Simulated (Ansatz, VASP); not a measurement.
**One calculation of FeO (Wuestite), two programs**

Contents of INCAR:

```
SYSTEM = FeO
PREC = Accurate
ENCUT = 520
EDIFF = 1E-7
ISMEAR = -1
SIGMA = 0.05
LREAL = .FALSE.
LASPH = .TRUE.
NELM = 100
ALGO = Normal
ISIF = 2
LWAVE = .FALSE.
LCHARG = .FALSE.
ISPIN = 2
MAGMOM = 3 0
LORBIT = 11
LMAXMIX = 4
GGA = PE
NBANDS = 18
```

Contents of KPOINTS:

```
Automatic mesh
0
G
  11 11 11
  0 0 0
```

File POSCAR:

```
FeO
1.0
    1.5486092669      0.8940899771      2.5689933065
   -1.5486092669      0.8940899771      2.5689933065
    0.0000000000     -1.7881799543      2.5689933065
Fe O
1 1
Direct
    0.0000000000      0.0000000000      0.0000000000
    0.5000000000      0.5000000000      0.5000000000
```

Contents of input.yaml:

```yaml
crystal:
  lattice:
    - [1.5486092669, 0.8940899771, 2.5689933065]
    - [-1.5486092669, 0.8940899771, 2.5689933065]
    - [0.0, -1.7881799543, 2.5689933065]
  atoms:
    - { symbol: Fe, position: [0.0, 0.0, 0.0], spin: 3.0 }
    - { symbol: O, position: [0.5, 0.5, 0.5] }
hamiltonian:
  xc: pbe
  pseudopotentials: { kind: paw }
magnetization:
  spin_polarized: true
kpoints:
  mp_grid: { grid: [11, 11, 11] }
scf:
  occupations: { method: fermi_dirac, width: 0.05 }
output:
  forces: true
  stress: true
  eigenvalues: true
```

Change from the starting cell: volume scaled by 1.06.

Alike in both runs: task single point; functional PBE; k mesh 11 × 11 × 11; occupations fermi-dirac, width 0.05 eV; collinear spin, ferromagnetic start.

```csv
,VASP,Ansatz
version,VASP 6.6.1,Ansatz 0.2.0
potentials or method,"VASP PAW PBE potentials, release 64 (Fe, O)",Ansatz PAW
plane-wave cutoff (eV),520,420
valence electrons in the cell,14,22
```

|  | VASP | Ansatz | Ansatz less VASP |
| --- | --- | --- | --- |
| gap on the k mesh at the Fermi level (eV) | none | none | - |
| pressure (GPa) | -10.4 | -10.4 | +0.02 |
| largest component of the traceless stress (GPa) | 0.74 | 0.70 | -0.044 |
| net moment per atom (μB) | 2.00 | 2.00 | 0.000 |
| size of the moment on the site where the two differ most (μB) | 3.63 | 3.48 | -0.149 |

Site moments also hang on the region over which each program counts them. A gap of «none» marks a metal or a gap that the smearing closes. The two sets of potentials don't hold the same shells in valence.

Caveats: a cell with one magnetic atom can't hold antiferromagnetic order, which such compounds often take; semilocal functionals often make such compounds metallic where correlation or magnetic order opens a gap, which also shifts bond lengths; the pressure holds a Pulay correction of +0.6 GPa for the finite cutoff (Ansatz).
